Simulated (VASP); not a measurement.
Te2Pt (Moncheite):

```
Te Pt
1.0
     4.01000    0.00000    0.00000
    -2.00500    3.47276    0.00000
     0.00000    0.00000    5.20100
Te Pt
2 1
Direct
  0.33333 0.66667 0.25000
  0.66667 0.33333 0.75000
  0.00000 0.00000 0.00000
```

| Item | Value |
| --- | --- |
| Program | VASP 6.6.1 |
| Task | relaxation of cell and atoms |
| Functional | LDA |
| Potentials or basis | VASP PAW LDA potentials, release 64 (Te, Pt) |
| Cutoff | 600 eV |
| k mesh | 12 × 12 × 7 |
| Occupations | methfessel-paxton, width 0.1 eV |
| Spin | no spin polarisation |

At the start: pressure 2.1 GPa; volume 24.14 Å³/atom.

**Question.** How do energy, volume and symmetry change on relaxing?

**Answer.** Over 15 steps the energy falls by 15.1 meV/atom and the volume is 23.70 Å³/atom (-1.8 %); space group P-3m1 (No. 164, to 0.05 Å).

Step by step:
```tsv
step	energy change (eV)	largest force (eV/Å)	pressure (GPa)	volume (Å³)
1	0.0000	0.6767	2.11	72.43
2	0.0130	0.1749	-4.36	75.82
3	-0.0187	0.2818	-0.91	73.86
4	-0.0304	0.1891	-0.63	73.12
5	-0.0383	0.0717	0.42	71.08
6	-0.0401	0.0135	0.06	71.71
7	-0.0438	0.0383	-0.28	71.54
8	-0.0446	0.0720	-0.48	71.42
9	-0.0426	0.0786	1.14	70.29
10	-0.0453	0.0226	0.05	71.05
11	-0.0453	0.0129	-0.02	71.10
12	-0.0453	0.0104	-0.03	71.11
13	-0.0453	0.0057	0.08	71.07
14	-0.0453	0.0031	0.04	71.09
15	-0.0453	0.0046	0.00	71.09
```

Final structure:
```
Te Pt
1.0
     4.02285    0.00000    0.00000
    -2.01143    3.48389    0.00000
     0.00000    0.00000    5.07265
Te Pt
2 1
Direct
  0.33333 0.66667 0.26477
  0.66667 0.33333 0.73523
  0.00000 0.00000 0.00000
```
